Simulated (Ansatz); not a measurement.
Computed with Ansatz on PBE0-D4/def2-TZVP structures; ΔE is electronic, products minus reactants. CBS: MP2 limit from def2 TZ/QZ plus the TZ coupled-cluster correction, frozen cores. This one scheme is used for every species. Functionals use def2-TZVPP. B3LYP here is the variant with VWN-RPA as its local correlation; programs differ in this. def2 core potentials past Kr. For Cd outer-core shells are correlated without core-valence functions, which leaves a few kJ/mol of doubt a bond. One conformer a species, not always the lowest.

Consider the ligand exchange at a Cd–O bond: `[CH3][Cd][O]C(C)(C)C` + H₂S → `[CH3][Cd][SH]` + tert-butanol.

(1) Is it downhill or uphill in electronic energy at CCSD(T)/CBS, and by how much? (Estimate.)

(2) What do these levels give: PBE-D4, revPBE-D4, r2SCAN-D4, B3LYP-D4, PBE, BHLYP, LC-ωPBE, HF/def2-QZVPP, MP2/def2-QZVPP, SCS-MP2/def2-QZVPP, HF/CBS(def2), CCSD/CBS(def2)? (Estimate.)

Largest T1 diagnostic among the species: 0.014.

## Answers

(1) Computed: Downhill: ΔE = -79.5 kJ/mol.

(2) The calculation gave: PBE-D4 -76.1, revPBE-D4 -71.2, r2SCAN-D4 -77.1, B3LYP-D4 -75.0, PBE -81.8, BHLYP -91.5, LC-ωPBE -84.7, HF/def2-QZVPP -99.4, MP2/def2-QZVPP -78.3, SCS-MP2/def2-QZVPP -77.6, HF/CBS(def2) -99.2, CCSD/CBS(def2) -84.0 kJ/mol.

In def2-TZVPP, CCSD(T) changes the Hartree–Fock value by +28.1 kJ/mol (the triples alone add +4.5 kJ/mol) and MP2 by +25.9 kJ/mol. From PBE to PBE0 (25 % exact exchange), in def2-TZVPP and without D4, ΔE moves by −9.6 kJ/mol. Leaving LDA and LC-ωPBE aside and taking each functional with its dispersion term where it has one, the values, not all of them listed here, spread over 22.2 kJ/mol, from PBE-QIDH to BLYP-D4. LDA lies +3.7 kJ/mol from PBE without D4.
